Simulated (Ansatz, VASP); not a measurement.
# One calculation of AlN, two programs

```xyz
4
Lattice="3.1110 0.0000 0.0000 -1.5555 2.6942 0.0000 0.0000 0.0000 4.9780" Properties=species:S:1:pos:R:3 pbc="T T T"
Al    0.0000    1.7661    0.0000
Al    1.5555    0.9281    2.4890
N     0.0000    1.8229    1.9165
N     1.5555    0.8713    4.4055
```

Change from the starting cell: mode 4 (239.4 1/cm) frozen in, largest displacement +0.030 Å.

Alike in both runs: task single point; functional PBE; k mesh 12 × 12 × 6; occupations gaussian, width 0.05 eV; no spin polarisation.

|  | VASP | Ansatz |
| --- | --- | --- |
| version | VASP 6.6.1 | Ansatz 0.2.0 |
| potentials or method | VASP PAW PBE potentials, release 64 (Al, N) | scalar-relativistic, plane waves, PAW |
| plane-wave cutoff (eV) | 520 | 420 |
| valence electrons in the cell | 16 | 16 |

Ansatz gave:

| Item | Value |
| --- | --- |
| gap on the k mesh at the Fermi level (eV) | 4.14 |
| least direct gap on the mesh (eV) | 4.14 |
| pressure (GPa) | 4.0 |
| largest component of the traceless stress (GPa) | 1.21 |
| rms of the force components (eV/Å) | 0.131 |

Task: What did VASP give for the same quantities?

Result: gap on the k mesh at the Fermi level (eV): 4.15; least direct gap on the mesh (eV): 4.15; pressure (GPa): 3.8; largest component of the traceless stress (GPa): 1.17; rms of the force components (eV/Å): 0.132.

Atom by atom the forces differ by 0.001 eV/Å (rms over components).

A k mesh can miss the band edges.
